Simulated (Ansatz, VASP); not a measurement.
Given: the input of a run of VASP 6.6.1 on HfC. 

The input INCAR:

```
SYSTEM = HfC
PREC = Accurate ; ENCUT = 600
EDIFF = 1E-7 ; ISMEAR = -1
SIGMA = 0.05 ; LREAL = .False.
LASPH = .True. ; NELM = 60
ALGO = Normal ; ISIF = 3
LWAVE = .False. ; LCHARG = .False.
GGA = RE ; IBRION = 2
NSW = 60 ; EDIFFG = -0.005
```

Contents of KPOINTS:

```
regular mesh
0
Gamma
  10 10 10
  0 0 0
```

POSCAR

```
HfC
1.0
    0.0000000000      2.3250000000      2.3250000000
    2.3250000000      0.0000000000      2.3250000000
    2.3250000000      2.3250000000      0.0000000000
Hf C
1 1
Direct
    0.5000000000      0.5000000000      0.5000000000
    0.0000000000      0.0000000000      0.0000000000
```

Potentials or basis: VASP PAW PBE potentials, release 64 (Hf_pv, C).

Run with:

```console
$ cat potpaw_PBE.64/Hf_pv/POTCAR potpaw_PBE.64/C/POTCAR > POTCAR
$ mpirun -np 1 vasp_std > vasp.out
```

What does the same run look like in Ansatz 0.2.0? Potentials or basis there: Ansatz PAW, cutoff 420 eV.

As run (cutoffs and basis follow the program's own potentials, and thresholds, step limits or extra output files can differ):

File input.yaml:

```yaml
crystal:
  lattice:
    - [0.0, 2.325, 2.325]
    - [2.325, 0.0, 2.325]
    - [2.325, 2.325, 0.0]
  atoms:
    - { symbol: Hf, position: [0.5, 0.5, 0.5] }
    - { symbol: C, position: [0.0, 0.0, 0.0] }
hamiltonian:
  xc: revpbe
  pseudopotentials: { kind: paw }
kpoints:
  mp_grid: { grid: [10, 10, 10] }
scf:
  occupations: { method: fermi_dirac, width: 0.05 }
output:
  forces: true
  stress: true
relax:
  f_tol: 0.01
  max_steps: 40
  cell: { stress_tol: 0.05 }
```

Potentials or basis: Ansatz PAW.

Launch:

```console
$ ansatz run input.yaml --threads 2 --pin off --max-ram 5632MiB --backend cpu --events-out ev --progress --plain --runs-dir out
```

Both were run:

|  | VASP | Ansatz |
| --- | --- | --- |
| Relaxed volume | 12.70 Å³/atom | 12.74 Å³/atom |
| Relaxed cell | a = 3.299 Å, b = 3.299 Å, c = 3.299 Å, α = 60.00°, β = 60.00°, γ = 60.00° | a = 3.303 Å, b = 3.303 Å, c = 3.303 Å, α = 60.00°, β = 60.00°, γ = 60.00° |
| Space group after relaxing | Fm-3m (No. 225) | Fm-3m (No. 225) |
| Pressure after relaxing | 0.0 GPa | 0.0 GPa |

Ansatz's pressure holds a Pulay term of +0.22 GPa for its cutoff of 420 eV, which the other run lacks.

The potentials hold 14 and 30 valence electrons a cell.

VASP's potentials were made for PBE. Ansatz's potentials were made for PBE.

Where Ansatz's input types no cutoff or centring, it takes its own default and a Γ-centred mesh.

Pressure is positive in compression.
